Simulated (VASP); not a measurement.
# KF (Carobbiite) (Fm-3m) in VASP: further runs

Aim: see how the results for KF (Carobbiite) move with the level of theory and the settings. Levels: PBE, LDA, r2SCAN, TB-mBJ. Tasks: band structure, dielectric tensor.

All numbers are computed with VASP 6.6.1; they aren't measurements. Logs are shortened: lines on timing, memory, paths and dates and some standing lists are left out, and cuts for length are marked.

### Step 1. Starting point

It takes space group Fm-3m (No. 225, cubic). Conventional cell: a = 5.310 Å, b = 5.310 Å, c = 5.310 Å, α = 90.00°, β = 90.00°, γ = 90.00°. Around K (site symmetry m-3m) lie 6 F at 2.65 Å. F (site symmetry m-3m) is surrounded by 6 K at 2.65 Å.

### Step 2. Band structure, PBE

File INCAR:

```
  PREC = Accurate
  ENCUT = 520
  EDIFF = 1E-7
  ISMEAR = 0
  SIGMA = 0.03
  LREAL = F
  LASPH = T
  NELM = 80
  ALGO = Normal
  ISIF = 2
  LWAVE = F
  LCHARG = F
  GGA = PE
```

File KPOINTS:

```
Automatic mesh
0
Gamma
  10 10 10
```

File POSCAR:

```
KF                                      
1.0
   -0.0000000000      2.6549699318      2.6549699318
    2.6549699318      0.0000000000      2.6549699318
    2.6549699318      2.6549699318      0.0000000000
  K               F             
     1     1
Direct
     0.0000000000000000    0.0000000000000000    1.0000000000000000
     0.5000000000000000    0.5000000000000000    0.5000000000000000
```

File KPOINTS_OPT:

```
explicit points
252
Reciprocal
 0.0000000000  0.0000000000  0.0000000000 1
 0.0357142857  0.0000000000  0.0357142857 1
 0.0714285714  0.0000000000  0.0714285714 1
 0.1071428571  0.0000000000  0.1071428571 1
 0.1428571429  0.0000000000  0.1428571429 1
 0.1785714286  0.0000000000  0.1785714286 1
[... 244 lines left out ...]
 0.4894758900  0.0105241100  0.5000000000 1
 0.5105241100 -0.0105241100  0.5000000000 1
```

Potentials or basis: VASP PAW PBE potentials, release 64 (K_sv, F).

The run is started by

```sh
> cat potpaw_PBE.64/K_sv/POTCAR potpaw_PBE.64/F/POTCAR > POTCAR
> mpirun -np 1 vasp_std > vasp.out
```

OUTCAR:

```text
PREC = Accurate
   ENCUT = 520
   EDIFF = 1E-7
   ISMEAR = 0
   LREAL = F
   LASPH = T
   NELM = 80
   ISIF = 2
   GGA = PE

 ion  position               nearest neighbor table
   1  0.000  0.000  0.000-   2 2.65   2 2.65   2 2.65   2 2.65   2 2.65   2 2.65
   2  0.500  0.500  0.500-   1 2.65   1 2.65   1 2.65   1 2.65   1 2.65   1 2.65

  LATTYP: Found a face centered cubic cell.
 ALAT       =     5.3099398636

  Lattice vectors:

 A1 = (   0.0000000000,   2.6549699318,   2.6549699318)
 A2 = (   2.6549699318,   0.0000000000,   2.6549699318)
 A3 = (   2.6549699318,   2.6549699318,   0.0000000000)

Analysis of symmetry for initial positions (statically):
=====================================================================
 Subroutine PRICEL returns:
 Original cell was already a primitive cell.

 Routine SETGRP: Setting up the symmetry group for a
 face centered cubic supercell.

 Subroutine GETGRP returns: Found 48 space group operations
 (whereof 48 operations were pure point group operations)
 out of a pool of 48 trial point group operations.

The static configuration has the point symmetry O_h .

Analysis of symmetry for dynamics (positions and initial velocities):
=====================================================================
 Subroutine PRICEL returns:
 Original cell was already a primitive cell.

 Routine SETGRP: Setting up the symmetry group for a
 face centered cubic supercell.

 Subroutine GETGRP returns: Found 48 space group operations
 (whereof 48 operations were pure point group operations)
 out of a pool of 48 trial point group operations.

The dynamic configuration has the point symmetry O_h .

 Subroutine INISYM returns: Found 48 space group operations
 (whereof 48 operations are pure point group operations),
 and found     1 'primitive' translations

----------------------------------------------------------------------------------------

                                     Primitive cell

  volume of cell :      37.4291

  direct lattice vectors                    reciprocal lattice vectors
     0.000000000  2.654969932  2.654969932    -0.188326050  0.188326050  0.188326050
     2.654969932  0.000000000  2.654969932     0.188326050 -0.188326050  0.188326050
     2.654969932  2.654969932  0.000000000     0.188326050  0.188326050 -0.188326050

  length of vectors
     3.754694485  3.754694485  3.754694485     0.326190287  0.326190287  0.326190287

  position of ions in fractional coordinates (direct lattice)
     0.000000000  0.000000000  0.000000000
     0.500000000  0.500000000  0.500000000

  ion indices of the primitive-cell ions
   primitive index   ion index
                 1           1
                 2           2

----------------------------------------------------------------------------------------

 KPOINTS: Automatic mesh

Automatic generation of k-mesh.
 Grid dimensions read from file:
 generate k-points for:   10   10   10

 Generating k-lattice:

  Cartesian coordinates                     Fractional coordinates (reciprocal lattice)
    -0.018832605  0.018832605  0.018832605     0.100000000  0.000000000  0.000000000
     0.018832605 -0.018832605  0.018832605     0.000000000  0.100000000  0.000000000
     0.018832605  0.018832605 -0.018832605     0.000000000  0.000000000  0.100000000

  Length of vectors
     0.032619029  0.032619029  0.032619029

  Shift w.r.t. Gamma in fractional coordinates (k-lattice)
     0.000000000  0.000000000  0.000000000

 Subroutine IBZKPT returns following result:
 ===========================================

 Found     47 irreducible k-points:

 Following reciprocal coordinates:
            Coordinates               Weight
  0.000000  0.000000  0.000000      1.000000
  0.100000  0.000000  0.000000      8.000000
  0.200000  0.000000  0.000000      8.000000
  0.300000  0.000000  0.000000      8.000000
  0.400000  0.000000  0.000000      8.000000
  0.500000  0.000000  0.000000      4.000000
[... 16 lines left out ...]
  0.300000  0.300000  0.000000      6.000000
  0.400000  0.300000  0.000000     24.000000
 [... further k-points ...]
   k-points           NKPTS =     47   k-points in BZ     NKDIM =     47   number of bands    NBANDS=     12
   number of dos      NEDOS =    301   number of ions     NIONS =      2
   total plane-waves  NPLWV =  21952
   dimension x,y,z NGX =    28 NGY =   28 NGZ =   28
   dimension x,y,z NGXF=    56 NGYF=   56 NGZF=   56
   ions per type =               1   1
   NGX,Y,Z   is equivalent  to a cutoff of  12.40, 12.40, 12.40 a.u.
   NGXF,Y,Z  is equivalent  to a cutoff of  24.80, 24.80, 24.80 a.u.
 SYSTEM =  unknown system
   PREC   = accura    normal or accurate (medium, high low for compatibility)
   ISTART =      0    job   : 0-new  1-cont  2-samecut
   ICHARG =      2    charge: 1-file 2-atom 10-const
   ISPIN  =      1    spin polarized calculation?
   LNONCOLLINEAR =      F non collinear calculations
   LSORBIT =      F    spin-orbit coupling
   LASPH  =      T    aspherical Exc in radial PAW
   ENCUT  =  520.0 eV  38.22 Ry    6.18 a.u.   6.98  6.98  6.98*2*pi/ulx,y,z
   NELM   =     80;   NELMIN=  2; NELMDL= -5     # of ELM steps
   EDIFF  = 0.1E-06   stopping-criterion for ELM
   LREAL  =      F    real-space projection
   EDIFFG = 0.1E-05   stopping-criterion for IOM
   NSW    =      0    number of steps for IOM
   IBRION =     -1    ionic relax: 0-MD 1-quasi-New 2-CG
   NFREE  =      0    steps in history (QN), initial steepest desc. (CG)
   ISIF   =      2    stress and relaxation
   ISYM   =      2    0-nonsym 1-usesym 2-fastsym
   POTIM  = 0.5000    time-step for ionic-motion
   TEBEG  =    0.0;   TEEND  =   0.0 temperature during run
   PSTRESS=    0.0 pullay stress
   NELECT =      16.0000    total number of electrons
   NUPDOWN=      -1.0000    fix difference up-down
   EMIN   =  10.00;   EMAX   =-10.00  energy-range for DOS
   EFERMI =   0.00;   METHOD = LEGACY
   ISMEAR =     0;   SIGMA  =   0.03  broadening in eV -4-tet -1-fermi 0-gaus
   EFERMI_NEDOS =   21; number of points for ismear=-14 and -15
   IALGO  =     38    algorithm
   IMIX   =      4    mixing-type and parameters
     AMIX     =   0.40;   BMIX     =  1.00
     AMIX_MAG =   1.60;   BMIX_MAG =  1.00
  volume/ion in A,a.u.               =      18.71       126.29
  Fermi-wavevector in a.u.,A,eV,Ry     =   1.233233  2.330473 20.692614  1.520864
  Thomas-Fermi vector in A             =   2.367972
   LORBIT       =      0    0 simple, 1 ext, 2 COOP (PROOUT), +10 PAW based schemes
   GGA     = PE    functional components
   LHFCALC =     F    Hartree Fock is set to
   AEXX    =    0.0000 exact exchange contribution
   IVDW    =     0    specifies the selected vdW correction
   LEPSILON=     F    determine dielectric tensor
   LRPA    =     F    only Hartree local field effects (RPA)
 non-spin polarized calculation
 Gauss-broadening in eV      SIGMA  =   0.03
  energy-cutoff  :      520.00
  volume of cell :       37.43
 maximum number of plane-waves:      1025
   NGX = 13   NGY = 13   NGZ = 13

 number of electron      16.0000012 magnetization

 Free energy of the ion-electron system (eV)
  ---------------------------------------------------
  ext. energy  EPLUGINS =         0.00000000
  ---------------------------------------------------
  free energy    TOTEN  =        -8.28125671 eV

  energy without entropy =       -8.28125671  energy(sigma->0) =       -8.28125671

 E-fermi :  -2.6193     XC(G=0):  -8.4904

 val. band max:       -2.7526389097   @ k =   0.0000   0.0000   0.0000
 cond. band min:       3.5136942929   @ k =   0.0000   0.0000   0.0000
 fundamental gap:      6.2663332026
 Fermi energy:        -2.6192800391

 k-point     1 :       0.0000    0.0000    0.0000
  band No.  band energies     occupation
      1     -28.8383      2.00000
      2     -21.4190      2.00000
      3     -12.0744      2.00000
      4     -12.0744      2.00000
      5     -12.0744      2.00000
      6      -2.7526      2.00000
      7      -2.7526      2.00000
      8      -2.7526      2.00000
      9       3.5137      0.00000
     10       7.9791      0.00000
     11       7.9791      0.00000
     12       7.9791      0.00000

 k-point     2 :       0.1000    0.0000    0.0000
  band No.  band energies     occupation
      1     -28.8286      2.00000
      2     -21.4284      2.00000
      3     -12.1021      2.00000
      4     -12.0780      2.00000
      5     -12.0780      2.00000
      6      -2.8479      2.00000
      7      -2.7887      2.00000
      8      -2.7887      2.00000
      9       3.8002      0.00000
     10       7.8087      0.00000
     11       8.1180      0.00000
     12       8.1180      0.00000

 k-point     3 :       0.2000    0.0000    0.0000
  band No.  band energies     occupation
      1     -28.8029      2.00000
      2     -21.4527      2.00000
      3     -12.1741      2.00000
      4     -12.0876      2.00000
      5     -12.0876      2.00000
      6      -3.0744      2.00000
      7      -2.8816      2.00000
      8      -2.8816      2.00000
      9       4.5623      0.00000
     10       7.5016      0.00000
     11       8.4911      0.00000
     12       8.4911      0.00000
[... 286 lines left out ...]
 k-point    23 :       0.3000    0.3000    0.0000
  band No.  band energies     occupation
      1     -28.7535      2.00000
      2     -21.4584      2.00000
      3     -12.3455      2.00000
      4     -12.2207      2.00000
      5     -12.2207      2.00000
      6      -3.2349      2.00000
      7      -2.8054      2.00000
      8      -2.8054      2.00000
      9       5.9274      0.00000
     10       6.1063      0.00000
     11       9.8442      0.00000
     12      10.0160      0.00000

 k-point    24 :       0.4000    0.3000    0.0000
  band No.  band energies     occupation
      1     -28.7347      2.00000
      2     -21.4598      2.00000
      3     -12.4533      2.00000
      4     -12.2543      2.00000
      5     -12.2419      2.00000
      6      -3.1688      2.00000
      7      -2.8591      2.00000
      8      -2.8370      2.00000
      9       5.9599      0.00000
     10       6.6327      0.00000
     11       9.4377      0.00000
     12      10.3354      0.00000

 [... further k-points ...]

------------------------ aborting loop because EDIFF is reached ----------------------------------------

  FORCE on cell =-STRESS in cart. coord.  units (eV):
  Direction    XX          YY          ZZ          XY          YZ          ZX
  --------------------------------------------------------------------------------------
  -------------------------------------------------------------------------------------
  Total        0.4995025      0.4995025      0.4995025     -0.0000000      0.0000000      0.0000000
  in kB       21.3815609     21.3815609     21.3815609     -0.0000000      0.0000000      0.0000000
  external PRESSURE =      21.3815609 kB  Pullay stress =       0.0000000 kB

 VOLUME and BASIS-vectors are now :
 -----------------------------------------------------------------------------
  energy-cutoff  :      520.00
  volume of cell :       37.43
      direct lattice vectors                 reciprocal lattice vectors
     0.000000000  2.654969932  2.654969932    -0.188326050  0.188326050  0.188326050
     2.654969932  0.000000000  2.654969932     0.188326050 -0.188326050  0.188326050
     2.654969932  2.654969932  0.000000000     0.188326050  0.188326050 -0.188326050

 POSITION                                       TOTAL-FORCE (eV/Angst)
 -----------------------------------------------------------------------------------
      0.00000      0.00000      0.00000         0.000000     -0.000000      0.000000
      2.65497      2.65497      2.65497         0.000000      0.000000     -0.000000
 -----------------------------------------------------------------------------------
    total drift:                                0.000000      0.000000      0.000000

  FREE ENERGIE OF THE ION-ELECTRON SYSTEM (eV)
  ---------------------------------------------------
  free  energy   TOTEN  =        -8.2812567105 eV

  energy  without entropy=       -8.2812567105  energy(sigma->0) =       -8.28125671
```

Wall time 36 s (1 thread of Intel Xeon 6975P-C (Granite Rapids), shared host); peak memory 0.18 GiB.

What came out:

```yaml
Free_energy: -8.2813 eV
Pressure: 2.1 GPa
Band_gap_on_the_k_mesh: 6.27 eV, direct
Band_gap_along_the_path: 6.27 eV, direct
```

Levels at the corners of the path, in eV from the valence-band top:
```
point  band 5  band 6  band 7  band 8  band 9  band 10  band 11  band 12
    Γ   -9.32    0.00    0.00    0.00    6.27    10.73    10.73    10.73
    X   -9.55   -0.20   -0.05   -0.05    8.22    10.41    11.97    13.71
    X   -9.55   -0.20   -0.05   -0.05    8.22    10.41    11.97    13.71
    W   -9.41   -0.42   -0.16   -0.16    9.80     9.80    11.31    13.55
    W   -9.41   -0.42   -0.16   -0.16    9.80     9.80    11.31    13.55
    K   -9.48   -0.34   -0.20   -0.19    8.99    10.83    11.18    13.73
    K   -9.48   -0.34   -0.20   -0.19    8.99    10.83    11.18    13.74
    Γ   -9.32    0.00    0.00    0.00    6.27    10.73    10.73    10.73
    Γ   -9.32    0.00    0.00    0.00    6.27    10.73    10.73    10.73
    L   -9.36   -0.81   -0.36   -0.36    9.15    10.75    12.16    12.16
    L   -9.36   -0.81   -0.36   -0.36    9.15    10.75    12.16    12.16
    U   -9.48   -0.34   -0.20   -0.19    8.99    10.83    11.18    13.73
    U   -9.48   -0.34   -0.20   -0.19    8.99    10.83    11.18    13.74
    W   -9.41   -0.42   -0.16   -0.16    9.80     9.80    11.31    13.55
    W   -9.41   -0.42   -0.16   -0.16    9.80     9.80    11.31    13.55
    L   -9.36   -0.81   -0.36   -0.36    9.15    10.75    12.16    12.16
    L   -9.36   -0.81   -0.36   -0.36    9.15    10.75    12.16    12.16
    K   -9.48   -0.34   -0.20   -0.19    8.99    10.83    11.18    13.73
    U   -9.48   -0.34   -0.20   -0.19    8.99    10.83    11.18    13.72
    X   -9.55   -0.20   -0.05   -0.05    8.22    10.41    11.97    13.71
```

### Step 3. Band structure, LDA

INCAR: that of step 2 with these lines changed.

```diff
@@ -12,2 +12 @@
   LCHARG = F
-  GGA = PE
```

KPOINTS is that of step 2.

POSCAR is that of step 2.

KPOINTS_OPT is that of step 2.

Potentials or basis: VASP PAW LDA potentials, release 64 (K_sv, F).

The run is started by

```sh
> cat potpaw_LDA.64/K_sv/POTCAR potpaw_LDA.64/F/POTCAR > POTCAR
> mpirun -np 1 vasp_std > vasp.out
```

It took 34 s on 1 thread of Intel Xeon 6975P-C (Granite Rapids), shared host; peak memory 0.16 GiB.

The run converged. Its results:

| Property | Result |
| --- | --- |
| Free energy | -9.0475 eV |
| Pressure | -2.9 GPa |
| Band gap on the k mesh | 5.89 eV, direct |
| Band gap along the path | 5.89 eV, direct |

Levels at the corners of the path, in eV from the valence-band top:
```
point  band 4  band 5  band 6  band 7  band 8  band 9  band 10  band 11  band 12
    Γ   -9.04   -9.04    0.00    0.00    0.00    5.89    10.56    10.56    10.56
    X   -9.28   -9.28   -0.20   -0.05   -0.05    7.91    10.22    11.54    13.68
    X   -9.28   -9.28   -0.20   -0.05   -0.05    7.91    10.22    11.54    13.68
    W   -9.49   -9.13   -0.44   -0.16   -0.16    9.50     9.50    11.17    13.40
    W   -9.49   -9.13   -0.44   -0.16   -0.16    9.50     9.50    11.17    13.40
    K   -9.30   -9.21   -0.36   -0.21   -0.19    8.70    10.51    11.02    13.67
    K   -9.30   -9.21   -0.36   -0.21   -0.19    8.70    10.51    11.02    13.70
    Γ   -9.04   -9.04    0.00    0.00    0.00    5.89    10.56    10.56    10.56
    Γ   -9.04   -9.04    0.00    0.00    0.00    5.89    10.56    10.56    10.56
    L   -9.08   -9.08   -0.87   -0.38   -0.38    8.86    10.35    12.06    12.06
    L   -9.08   -9.08   -0.87   -0.38   -0.38    8.86    10.35    12.06    12.06
    U   -9.30   -9.21   -0.36   -0.21   -0.19    8.70    10.51    11.02    13.67
    U   -9.30   -9.21   -0.36   -0.21   -0.19    8.70    10.51    11.02    13.72
    W   -9.49   -9.13   -0.44   -0.16   -0.16    9.50     9.50    11.17    13.40
    W   -9.49   -9.13   -0.44   -0.16   -0.16    9.50     9.50    11.17    13.40
    L   -9.08   -9.08   -0.87   -0.38   -0.38    8.86    10.35    12.06    12.06
    L   -9.08   -9.08   -0.87   -0.38   -0.38    8.86    10.35    12.06    12.06
    K   -9.30   -9.21   -0.36   -0.21   -0.19    8.70    10.51    11.02    13.72
    U   -9.30   -9.21   -0.36   -0.21   -0.19    8.70    10.51    11.02    13.67
    X   -9.28   -9.28   -0.20   -0.05   -0.05    7.91    10.22    11.54    13.68
```

(Continued in part 2 of 2.)
